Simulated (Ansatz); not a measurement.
Wanted: the native input for an Ansatz 0.2.0 run.

- Task: phonons
- Functional: PBEsol
- Potentials or basis: Ansatz PAW
- Cutoff: 420 eV (not typed: the program's choice for these potentials)
- k mesh: 8 × 8 × 8
- Occupations: fermi-dirac, width 0.05 eV
- Spin: no spin polarisation

W:

```xyz
1
Lattice="0.0000 2.0300 2.0300 2.0300 0.0000 2.0300 2.0300 2.0300 0.0000" Properties=species:S:1:pos:R:3 pbc="T T T"
W     0.0000    0.0000    0.0000
```

This isn't the form of W at room conditions, which is bcc.

The input as run:

input.yaml

```yaml
crystal:
  lattice:
    - [0.0, 2.03, 2.03]
    - [2.03, 0.0, 2.03]
    - [2.03, 2.03, 0.0]
  atoms:
    - { symbol: W, position: [0.0, 0.0, 0.0] }
hamiltonian:
  xc: pbesol
  pseudopotentials: { kind: paw }
kpoints:
  mp_grid: { grid: [8, 8, 8] }
scf:
  occupations: { method: fermi_dirac, width: 0.05 }
phonons:
  method: dfpt
```

Potentials or basis: Ansatz PAW.

Launch:

```bash
$ ansatz run input.yaml --threads 2 --pin off --max-ram 5632MiB --backend cpu --events-out ev --progress --plain --runs-dir out
```

It gave:

| Item | Value |
| --- | --- |
| Band gap on the k mesh | none (metal or under the smearing width) |

It took 1.2 s on 2 threads of Arm Neoverse V2, with other jobs on the host, peak memory 0.31 GiB.
